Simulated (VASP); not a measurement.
H, 16 atoms in the cell. The cell holds a amorphous, 16 atoms: a = 6.415 Å, b = 6.415 Å, c = 6.415 Å, α = 90.00°, β = 90.00°, γ = 90.00°. The cell was built by a generator and needn't be a form met in nature.

* Program: VASP 6.6.1
* Task: relaxation of the atoms
* Functional: r2SCAN
* Dispersion: D3(BJ)
* Potentials or basis: VASP PAW PBE potentials, release 64 (H)
* Cutoff: 520 eV
* k mesh: 1 × 1 × 1
* Occupations: fermi-dirac, width 0.02 eV
* Spin: no spin polarisation
* Dipole correction: no
* Further INCAR settings: LREAL = Auto; ALGO = Normal; EDIFF = 1e-06; IBRION = 2; EDIFFG = -0.3; NSW = 35

Potentials or basis: VASP PAW PBE potentials, release 64 (H).

Run with:

```sh
$ cat potpaw_PBE.64/H/POTCAR > POTCAR
$ cp INCAR.step1 INCAR
$ mpirun -np 1 vasp_gam > vasp.out
$ cp INCAR.step2 INCAR
$ mpirun -np 1 vasp_gam > vasp.out
```

Hardware: 1 thread of Intel(R) Xeon(R) Platinum 8259CL CPU @ 2.50GHz (Skylake/Cascade Lake) (shared host).

Problem. Estimate the wall time of this run.

Solution. It took 7.7 min on 1 thread of Intel(R) Xeon(R) Platinum 8259CL CPU @ 2.50GHz (Skylake/Cascade Lake), on a shared host, peak memory 0.34 GiB. Counts: scf iterations 90, k points 1, ion steps 8.
